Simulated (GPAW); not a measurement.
Runs of GPAW 26.7.0 on AlN. It takes space group F-43m (No. 216, cubic). Conventional cell: a = 4.368 Å, b = 4.368 Å, c = 4.368 Å, α = 90.00°, β = 90.00°, γ = 90.00°. Around Al (site symmetry -43m) lie 4 N at 1.89 Å. N (site symmetry -43m) is surrounded by 4 Al at 1.89 Å. Measurements of this composition are mostly on another form, of space group No. 186.

```tsv
task	level	potentials or basis	k mesh	cutoff (eV)	smearing	older calculator (legacy_gpaw)	response ecut	kernel	response k mesh	response bands	gap on the mesh (eV)	pressure (GPa)	V0 of scaled cells (Å³/atom)	B0 (GPa)
equation of state	optB88-vdW	GPAW PAW data sets (gpaw-data 1.2.1), pw	10 × 10 × 10	800	fermi-dirac 0.05 eV	yes	-	-	-	-	-	-	10.72	196
dielectric tensor	PBE	GPAW PAW data sets (gpaw-data 1.2.1), pw	8 × 8 × 8	550	fermi-dirac 0.001 eV	-	80 eV	LR0.3	26 × 26 × 26	24	3.29	-	-	-
equation of state	OLYP	PAW data sets generated in the run's folder for this functional, pw	10 × 10 × 10	800	fermi-dirac 0.05 eV	-	-	-	-	-	-	-	(d)	(c)
band structure	PBEsol	PAW data sets generated in the run's folder for this functional, pw	10 × 10 × 10	800	fermi-dirac 0.05 eV	-	-	-	-	-	(a)	2.2	-	-
band structure	PBE	SG15 ONCV 1.2, pw	10 × 10 × 10	1100	fermi-dirac 0.05 eV	-	-	-	-	-	3.34	4.2	-	-
equation of state	PBEsol	PAW data sets generated in the run's folder for this functional, pw	10 × 10 × 10	800	fermi-dirac 0.05 eV	-	-	-	-	-	-	-	10.56	200
equation of state	RPBE+D3	the program's PAW data sets (release 1.2.1) made for this functional, pw	10 × 10 × 10	800	fermi-dirac 0.05 eV	-	-	-	-	-	-	-	10.63	196
equation of state	WC	PAW data sets generated in the run's folder for this functional, pw	10 × 10 × 10	800	fermi-dirac 0.05 eV	-	-	-	-	-	-	-	(b)	201
```

Alike in all rows: no spin polarisation; cell as given.

Question: Estimate the missing entries.

Answer: (a) 3.18; (b) 10.55; (c) 190; (d) 10.77.

Caveats: the PAW data sets were made with another functional, which shifts forces and pressure a little (some runs); the long-wavelength limit can be off by a per cent or two (some runs).

A k mesh can miss the band edges.

The runs don't all hold the same shells in valence.
